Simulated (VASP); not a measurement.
Crystal: Al2Au.

```xyz
3
Lattice="0.0000 3.0000 3.0000 3.0000 0.0000 3.0000 3.0000 3.0000 0.0000" Properties=species:S:1:pos:R:3 pbc="T T T"
Au    0.0000    0.0000    0.0000
Al    4.5000    4.5000    4.5000
Al    1.5000    1.5000    1.5000
```

| Item | Value |
| --- | --- |
| Program | VASP 6.6.1 |
| Task | single point |
| Functional | PBE |
| Potentials or basis | VASP PAW PBE potentials, release 64 (Au, Al) |
| Cutoff | 520 eV |
| k mesh | 8 × 8 × 8 |
| Occupations | fermi-dirac, width 0.05 eV |
| Spin | no spin polarisation |

On this cell: pressure 3.0 GPa; largest force zero by symmetry; band gap on the k mesh none (metal or under the smearing width).

The same run follows on a disturbed copy (atoms moved at random, drawn with an rms of 0.05 Å):

```xyz
3
Lattice="0.0000 3.0000 3.0000 3.0000 0.0000 3.0000 3.0000 3.0000 0.0000" Properties=species:S:1:pos:R:3 pbc="T T T"
Au    0.0066    0.0060   -0.0555
Al    4.5597    4.4825    4.4633
Al    1.5347    1.5050    1.4800
```

Q: What does the disturbed cell give?

A: The energy (extrapolated to zero smearing) moves by +4.1 meV/atom; pressure 3.2 GPa; largest force 0.409 eV/Å; band gap on the k mesh none (metal or under the smearing width).

Forces in eV/Å, atoms in the order of the input:
```
Au   0.335 -0.103  0.210
Al  -0.244  0.110 -0.042
Al  -0.091 -0.006 -0.168
```

Stress tensor (GPa, compression positive):
```
 3.15 -0.40 -0.39
-0.40  3.22  0.50
-0.39  0.50  3.20
```
